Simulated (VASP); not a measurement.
# Sb (P2_1/m) in VASP: settings compared

Aim: see how the results for Sb move with the level of theory and the settings. Levels: PBE+D3(BJ), PBEsol. Tasks: relaxation of cell and atoms.

Program: VASP 6.6.1. These are calculated values, not measurements. Logs are shortened: lines on timing, memory, paths and dates and some standing lists are left out, and cuts for length are marked.

### 1 The structure

The structure is monoclinic, space group P2_1/m (No. 11). Conventional cell: a = 3.122 Å, b = 4.348 Å, c = 4.406 Å, α = 90.00°, β = 90.51°, γ = 90.00°. Sb (site symmetry m) is surrounded by 6 Sb at 3.04 to 3.15 Å.

This isn't the form of Sb at room conditions, which is rhombohedral.

### 2 Relaxation of cell and atoms, PBE+D3(BJ)

INCAR

```
  PREC = Accurate
  ENCUT = 600
  EDIFF = 1E-7
  ISMEAR = 0
  SIGMA = 0.1
  LREAL = F
  LASPH = T
  NELM = 100
  ALGO = Normal
  ISIF = 3
  LWAVE = F
  LCHARG = F
  GGA = PE
  IVDW = 12
  IBRION = 2
  NSW = 90
  EDIFFG = -0.005
```

KPOINTS

```
Automatic mesh
0
Gamma
  14 10 10
```

POSCAR

```
Sb
1.0
    3.1224020000      0.0000000000      0.0000000000
    0.0000000000      4.3475180000      0.0000000000
   -0.0389150000      0.0000000000      4.4058520000
Sb
2
Direct
    0.9886110000      0.7500000000      0.7588340000
    0.0113890000      0.2500000000      0.2411660000
```

Potentials or basis: VASP PAW PBE potentials, release 64 (Sb).

On the command line:

```bash
cat potpaw_PBE.64/Sb/POTCAR > POTCAR
mpirun -np 1 vasp_std > vasp.out
```

OUTCAR:

```text
PREC = Accurate
   ENCUT = 600
   EDIFF = 1E-7
   ISMEAR = 0
   LREAL = F
   LASPH = T
   NELM = 100
   ISIF = 3
   GGA = PE
   IVDW = 12
   IBRION = 2
   NSW = 90
   EDIFFG = -0.005
 IVDW          = 12

 ion  position               nearest neighbor table
   1  0.989  0.750  0.759-   2 3.04   2 3.04   2 3.15   2 3.15
   2  0.011  0.250  0.241-   1 3.04   1 3.04   1 3.15   1 3.15

  LATTYP: Found a simple monoclinic cell.
 ALAT       =     3.1224020000
 B/A-ratio  =     1.3923633152
 C/A-ratio  =     1.4111007668
 COS(beta)  =    -0.0088322263

  Lattice vectors:

 A1 = (   3.1224020000,   0.0000000000,   0.0000000000)
 A2 = (   0.0000000000,   4.3475180000,   0.0000000000)
 A3 = (  -0.0389150000,   0.0000000000,   4.4058520000)

Analysis of symmetry for initial positions (statically):
=====================================================================
 Subroutine PRICEL returns:
 Original cell was already a primitive cell.

 Routine SETGRP: Setting up the symmetry group for a
 simple monoclinic supercell.

 Subroutine GETGRP returns: Found  4 space group operations
 (whereof  2 operations were pure point group operations)
 out of a pool of  4 trial point group operations.

The static configuration has the point symmetry S_2 .
 The point group associated with its full space group is C_2h.

Analysis of symmetry for dynamics (positions and initial velocities):
=====================================================================
 Subroutine PRICEL returns:
 Original cell was already a primitive cell.

 Routine SETGRP: Setting up the symmetry group for a
 simple monoclinic supercell.

 Subroutine GETGRP returns: Found  4 space group operations
 (whereof  2 operations were pure point group operations)
 out of a pool of  4 trial point group operations.

The dynamic configuration has the point symmetry S_2 .
 The point group associated with its full space group is C_2h.

 Subroutine INISYM returns: Found  4 space group operations
 (whereof  2 operations are pure point group operations),
 and found     1 'primitive' translations

----------------------------------------------------------------------------------------

                                     Primitive cell

  volume of cell :      59.8081

  direct lattice vectors                    reciprocal lattice vectors
     3.122402000  0.000000000  0.000000000     0.320266257  0.000000000  0.002828774
     0.000000000  4.347518000  0.000000000     0.000000000  0.230016299  0.000000000
    -0.038915000  0.000000000  4.405852000     0.000000000  0.000000000  0.226970856

  length of vectors
     3.122402000  4.347518000  4.406023856     0.320278749  0.230016299  0.226970856

[... 90 lines left out ...]
   PSTRESS=    0.0 pullay stress
   NELECT =      10.0000    total number of electrons
   NUPDOWN=      -1.0000    fix difference up-down
   EMIN   =  10.00;   EMAX   =-10.00  energy-range for DOS
   EFERMI =   0.00;   METHOD = LEGACY
   ISMEAR =     0;   SIGMA  =   0.10  broadening in eV -4-tet -1-fermi 0-gaus
   EFERMI_NEDOS =   21; number of points for ismear=-14 and -15
   IALGO  =     38    algorithm
   IMIX   =      4    mixing-type and parameters
     AMIX     =   0.40;   BMIX     =  1.00
     AMIX_MAG =   1.60;   BMIX_MAG =  1.00
  volume/ion in A,a.u.               =      29.90       201.80
  Fermi-wavevector in a.u.,A,eV,Ry     =   0.901893  1.704330 11.067117  0.813410
  Thomas-Fermi vector in A             =   2.025029
   LORBIT       =      0    0 simple, 1 ext, 2 COOP (PROOUT), +10 PAW based schemes
   GGA     = PE    functional components
   LHFCALC =     F    Hartree Fock is set to
   AEXX    =    0.0000 exact exchange contribution
   IVDW    =    12    specifies the selected vdW correction
   LEPSILON=     F    determine dielectric tensor
   LRPA    =     F    only Hartree local field effects (RPA)
 conjugate gradient relaxation of ions
 non-spin polarized calculation
 Gauss-broadening in eV      SIGMA  =   0.10
  energy-cutoff  :      600.00
  volume of cell :       59.81
 maximum number of plane-waves:      2020
 NGX is ok and might be reduce to    28
   NGX = 13   NGY = 17   NGZ = 17

--------------------------------------- Ionic step        1  -------------------------------------------

 number of electron      10.0000000 magnetization

 Free energy of the ion-electron system (eV)
  ---------------------------------------------------
  ext. energy  EPLUGINS =         0.00000000
  ---------------------------------------------------
  free energy    TOTEN  =        -8.18376140 eV

  energy without entropy =       -8.17767548  energy(sigma->0) =       -8.18071844

------------------------ aborting loop because EDIFF is reached ----------------------------------------

 Edisp (eV)   -0.95466

 E8    (eV) :    -0.4452
[... 105 lines left out ...]
  FREE ENERGIE OF THE ION-ELECTRON SYSTEM (eV)
  ---------------------------------------------------
  free  energy   TOTEN  =        -9.1579692746 eV

  energy  without entropy=       -9.1520340654  energy(sigma->0) =       -9.15500167

[... ionic steps 4 to 19 ...]

--------------------------------------- Ionic step       20  -------------------------------------------

 number of electron      10.0000000 magnetization

------------------------ aborting loop because EDIFF is reached ----------------------------------------
[... 75 lines left out ...]
--------------------------------------- Ionic step       22  -------------------------------------------

 number of electron      10.0000000 magnetization

 Free energy of the ion-electron system (eV)
  ---------------------------------------------------
  ext. energy  EPLUGINS =         0.00000000
  ---------------------------------------------------
  free energy    TOTEN  =        -8.16776563 eV

  energy without entropy =       -8.16170561  energy(sigma->0) =       -8.16473562

 E-fermi :   7.6552     XC(G=0):  -9.7960

 val. band max:        7.6220089468   @ k =   0.3571   0.1000   0.2000
 cond. band min:       7.6613528837   @ k =   0.2143   0.1000   0.4000
 fundamental gap:      0.0393439369
 Fermi energy:         7.6552415922

 k-point     1 :       0.0000    0.0000    0.0000
  band No.  band energies     occupation
      1      -5.0530      2.00000
      2       0.2794      2.00000
      3       3.9316      2.00000
      4       3.9318      2.00000
      5       9.6798      0.00000
      6      10.9919      0.00000
      7      11.0308      0.00000
      8      11.0308      0.00000
      9      14.5988      0.00000
[... 265 lines left out ...]
 k-point    24 :       0.5000    0.2000   -0.0000
  band No.  band energies     occupation
      1      -2.1909      2.00000
      2       2.0513      2.00000
      3       2.0854      2.00000
      4       5.3999      2.00000
      5       6.3268      2.00000
      6       7.0072      2.00000
      7      11.5289      0.00000
      8      12.0478      0.00000
      9      12.1199      0.00000

 [... further k-points ...]

------------------------ aborting loop because EDIFF is reached ----------------------------------------

 Edisp (eV)   -0.99750

 E8    (eV) :    -0.4652
[... 25 lines left out ...]
  FREE ENERGIE OF THE ION-ELECTRON SYSTEM (eV)
  ---------------------------------------------------
  free  energy   TOTEN  =        -9.1652631438 eV

  energy  without entropy=       -9.1592031247  energy(sigma->0) =       -9.16223313

 reached required accuracy - stopping structural energy minimisation
```

OSZICAR:

```text
N       E                     dE             d eps       ncg     rms          rms(c)
DAV:   1     0.389855793777E+02    0.38986E+02   -0.38929E+03  7776   0.978E+02
DAV:   2    -0.664438359474E+01   -0.45630E+02   -0.44501E+02 11255   0.126E+02
DAV:   3    -0.815905710662E+01   -0.15147E+01   -0.14755E+01  9254   0.283E+01
[... 152 lines left out ...]
       N       E                     dE             d eps       ncg     rms          rms(c)
DAV:   1    -0.816776615315E+01   -0.11249E-03   -0.22054E-05  8297   0.286E-02    0.257E-03
DAV:   2    -0.816776590662E+01    0.24653E-06   -0.77817E-07  8786   0.646E-03    0.159E-03
DAV:   3    -0.816776563302E+01    0.27359E-06   -0.28907E-07  7238   0.307E-03    0.269E-04
DAV:   4    -0.816776562958E+01    0.34397E-08   -0.11433E-08  4017   0.827E-04
  22 F= -.91652631E+01 E0= -.91622331E+01  d E =-.246591E-05
```

It took 17 min on 1 thread of AMD EPYC 9R45 (Zen 5), shared host; peak memory 0.4 GiB.

What came out:

| Property | Result |
| --- | --- |
| Free energy | -9.1653 eV |
| Relaxed volume | 28.66 Å³/atom |
| Relaxed cell | a = 3.063 Å, b = 4.326 Å, c = 4.326 Å, α = 90.00°, β = 90.01°, γ = 90.00° |
| Space group after relaxing (to 0.05 Å) | Pm-3m (No. 221) |
| Energy gained by relaxing | 13.4 meV/atom |
| Ionic steps | 22 |
| Pressure after relaxing | 0.0 GPa |
| Band gap on the k mesh | none (metal or under the smearing width) |
| Dispersion energy per atom | -0.499 eV |

Step by step:
| step | energy change (eV) | largest force (eV/Å) | pressure (GPa) | volume (Å³) |
| --- | --- | --- | --- | --- |
| 1 | 0.0000 | 0.1176 | -2.25 | 59.81 |
| 2 | -0.0153 | 0.1952 | 1.34 | 56.25 |
| 3 | -0.0195 | 0.1740 | 0.11 | 57.33 |
| 4 | -0.0222 | 0.1357 | 0.10 | 57.29 |
| 5 | -0.0256 | 0.0327 | 0.16 | 57.17 |
| 6 | -0.0258 | 0.0203 | -0.22 | 57.51 |
| 7 | -0.0262 | 0.0233 | -0.04 | 57.35 |
| 8 | -0.0262 | 0.0232 | -0.05 | 57.36 |
| 9 | -0.0263 | 0.0206 | 0.01 | 57.30 |
| 10 | -0.0263 | 0.0192 | 0.07 | 57.25 |
| 11 | -0.0264 | 0.0188 | 0.05 | 57.27 |
| 12 | -0.0265 | 0.0191 | -0.03 | 57.34 |
| 13 | -0.0265 | 0.0195 | -0.04 | 57.37 |
| 14 | -0.0265 | 0.0193 | -0.05 | 57.37 |
| 15 | -0.0266 | 0.0196 | -0.06 | 57.38 |
| 16 | -0.0267 | 0.0235 | -0.07 | 57.39 |
| 17 | -0.0268 | 0.0192 | 0.03 | 57.30 |
| 18 | -0.0268 | 0.0184 | 0.05 | 57.28 |
| 19 | -0.0268 | 0.0117 | 0.03 | 57.30 |
| 20 | -0.0268 | 0.0016 | -0.01 | 57.34 |
| 21 | -0.0268 | 0.0020 | 0.01 | 57.31 |
| 22 | -0.0268 | 0.0018 | 0.00 | 57.32 |

Final structure:
```xyz
2
Lattice="3.0631 0.0000 0.0133 0.0000 4.3258 0.0000 -0.0194 0.0000 4.3258" Properties=species:S:1:pos:R:3 pbc="T T T"
Sb    3.0467    3.2444    3.2579
Sb   -0.0030    1.0815    1.0813
```

Caveat: pairwise dispersion overbinds metals, which lowers pressure and volume. The run has no spin-orbit coupling, so splittings on Sb are missing.

(Part 1 of 2 ends here.)
